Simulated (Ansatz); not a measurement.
Steps from a short run of molecular dynamics on a 2×2×2 supercell (24 atoms) of CaF2 (Fm-3m), relaxed with r2SCAN; forces from PBEsol in Ansatz, 2×2×2 mesh, Fermi-Dirac smearing of 0.052 eV, a Langevin thermostat at fixed volume, set at 600 K. Computed, non-magnetic; the trajectory is short and the cell small, so nothing here is a converged average.

Cell vectors in Å:
```
0.0000 5.4392 5.4392
5.4392 0.0000 5.4392
5.4392 5.4392 0.0000
```

Problem. At 48 fs the positions in Å are
```
Ca  -0.120   0.081  -0.234
F    1.158   1.302   1.380
F    4.325   3.999   3.933
Ca   2.706   2.679   0.135
F    4.005   4.085   1.173
F    6.782   6.882   4.251
Ca   2.550  -0.107   2.790
F    4.061   1.286   3.764
F    6.789   4.066   6.904
Ca   5.463   2.787   2.495
F    6.831   4.130   4.135
F    9.426   6.714   6.755
Ca  -0.101   2.789   2.789
F    1.389   4.035   4.074
F    4.306   6.870   6.612
Ca   2.742   5.503   2.783
F    4.093   6.713   4.203
F    6.954   9.513   6.867
Ca   2.837   2.611   5.443
F    4.225   4.057   6.852
F    6.754   6.743   9.391
Ca   5.538   5.337   5.479
F    6.937   6.807   6.894
F    9.311   9.478   9.452
```
What are the forces, and how far does the free energy (smearing included) lie above that of step 0, with the atoms on their sites?

Solution. 63.3 meV an atom; forces in eV/Å:
```
Ca   0.369  -0.420   0.510
F    0.466   0.144  -0.084
F   -0.910   0.194   0.521
Ca  -0.332  -0.325  -0.593
F    0.559   0.320   0.418
F    0.092  -0.414  -0.493
Ca   0.550   1.075  -0.402
F   -0.070   0.236   0.750
F    0.289  -0.172  -0.117
Ca   0.186  -0.480   0.352
F   -0.150  -0.598   0.242
F    0.662   0.209  -0.127
Ca   0.619  -0.764   0.240
F   -0.137   0.286   0.346
F   -0.650  -0.099   0.445
Ca   0.138  -0.686  -0.068
F   -0.249   0.172  -0.810
F   -0.439  -0.402  -0.851
Ca  -0.496   0.741  -0.300
F   -0.716   0.082  -0.524
F   -0.080   0.449   0.742
Ca  -0.268   0.597   0.056
F   -0.210   0.004  -0.528
F    0.779  -0.150   0.277
```

Problem. At 56 fs the positions in Å are
```
Ca  -0.138   0.106  -0.294
F    1.185   1.268   1.337
F    4.290   4.023   3.892
Ca   2.710   2.649   0.131
F    4.010   4.064   1.207
F    6.819   6.831   4.250
Ca   2.556  -0.111   2.815
F    4.029   1.245   3.769
F    6.824   4.087   6.986
Ca   5.471   2.772   2.470
F    6.817   4.055   4.074
F    9.437   6.787   6.705
Ca  -0.085   2.737   2.815
F    1.404   4.107   4.084
F    4.229   6.887   6.609
Ca   2.738   5.476   2.790
F    4.108   6.766   4.190
F    6.951   9.526   6.854
Ca   2.876   2.611   5.399
F    4.201   4.087   6.865
F    6.700   6.781   9.468
Ca   5.535   5.335   5.458
F    6.992   6.787   6.941
F    9.347   9.478   9.448
```
What are the forces, and how far does the free energy (smearing included) lie above that of step 0, with the atoms on their sites?

Solution. 63.2 meV an atom; forces in eV/Å:
```
Ca   0.470  -0.778   1.110
F    0.346   0.348   0.217
F   -0.684   0.086   0.671
Ca  -0.529  -0.017  -0.540
F    0.458   0.470   0.190
F   -0.094  -0.206  -0.408
Ca   0.359   0.668  -0.926
F    0.019   0.679   0.549
F   -0.041  -0.305  -0.620
Ca   0.240  -0.268   0.363
F   -0.270  -0.308   0.636
F    0.831  -0.222   0.189
Ca   0.470  -0.250  -0.193
F   -0.204  -0.181   0.392
F   -0.087  -0.438   0.484
Ca   0.254  -0.382  -0.025
F   -0.176  -0.095  -0.785
F   -0.408  -0.546  -0.779
Ca  -0.729   1.077  -0.099
F   -0.286  -0.046  -0.526
F    0.338   0.407   0.166
Ca  -0.249   0.330   0.324
F   -0.655   0.188  -0.764
F    0.624  -0.210   0.372
```

Problem. At 60 fs the positions in Å are
```
Ca  -0.140   0.110  -0.321
F    1.195   1.260   1.318
F    4.276   4.043   3.882
Ca   2.712   2.642   0.129
F    4.018   4.062   1.227
F    6.843   6.813   4.233
Ca   2.561  -0.107   2.818
F    4.025   1.229   3.773
F    6.839   4.096   7.026
Ca   5.477   2.763   2.465
F    6.811   4.013   4.041
F    9.455   6.818   6.683
Ca  -0.075   2.711   2.831
F    1.407   4.137   4.089
F    4.196   6.888   6.612
Ca   2.729   5.462   2.788
F    4.117   6.790   4.176
F    6.947   9.523   6.841
Ca   2.897   2.613   5.375
F    4.190   4.101   6.868
F    6.667   6.797   9.518
Ca   5.538   5.323   5.448
F    7.009   6.768   6.959
F    9.381   9.480   9.444
```
What are the forces, and how far does the free energy (smearing included) lie above that of step 0, with the atoms on their sites?

Solution. 68.1 meV an atom; forces in eV/Å:
```
Ca   0.447  -0.979   1.488
F    0.350   0.392   0.376
F   -0.564  -0.016   0.723
Ca  -0.570   0.086  -0.520
F    0.359   0.456   0.072
F   -0.201  -0.167  -0.286
Ca   0.284   0.390  -1.138
F   -0.018   0.875   0.420
F   -0.182  -0.412  -0.879
Ca   0.233  -0.177   0.345
F   -0.214  -0.097   0.772
F    0.803  -0.347   0.290
Ca   0.431  -0.041  -0.426
F   -0.182  -0.369   0.420
F    0.123  -0.553   0.477
Ca   0.420  -0.249   0.070
F   -0.178  -0.229  -0.669
F   -0.356  -0.557  -0.697
Ca  -0.806   1.182   0.005
F   -0.123  -0.085  -0.550
F    0.624   0.495  -0.215
Ca  -0.284   0.295   0.398
F   -0.806   0.317  -0.871
F    0.411  -0.210   0.396
```

Problem. At 72 fs the positions in Å are
```
Ca  -0.129   0.095  -0.360
F    1.207   1.264   1.278
F    4.209   4.102   3.850
Ca   2.702   2.636   0.081
F    4.047   4.078   1.307
F    6.897   6.761   4.193
Ca   2.586  -0.094   2.810
F    4.036   1.244   3.764
F    6.859   4.082   7.089
Ca   5.510   2.750   2.453
F    6.772   3.907   3.959
F    9.561   6.885   6.615
Ca  -0.023   2.604   2.877
F    1.407   4.197   4.114
F    4.119   6.855   6.604
Ca   2.730   5.428   2.771
F    4.109   6.845   4.097
F    6.938   9.509   6.789
Ca   2.924   2.649   5.326
F    4.126   4.137   6.868
F    6.621   6.851   9.640
Ca   5.526   5.288   5.410
F    7.000   6.721   6.985
F    9.476   9.467   9.468
```
What are the forces, and how far does the free energy (smearing included) lie above that of step 0, with the atoms on their sites?

Solution. 83.3 meV an atom; forces in eV/Å:
```
Ca   0.230  -1.029   2.068
F    0.533   0.296   0.845
F   -0.088  -0.281   1.013
Ca  -0.435   0.201  -0.121
F    0.090   0.261  -0.394
F   -0.471  -0.086   0.029
Ca   0.311  -0.226  -1.502
F   -0.100   0.889   0.267
F   -0.451  -0.574  -1.320
Ca  -0.142  -0.222   0.215
F    0.153   0.647   0.941
F    0.165  -0.376   0.346
Ca   0.414   0.773  -1.179
F    0.008  -0.733   0.296
F    0.431  -0.467   0.316
Ca   0.515   0.009   0.107
F   -0.256  -0.688  -0.130
F   -0.260  -0.472  -0.445
Ca  -0.677   1.096   0.355
F    0.290  -0.180  -0.583
F    1.085   0.615  -1.004
Ca  -0.417   0.212   0.710
F   -0.739   0.491  -1.038
F   -0.190  -0.154   0.207
```
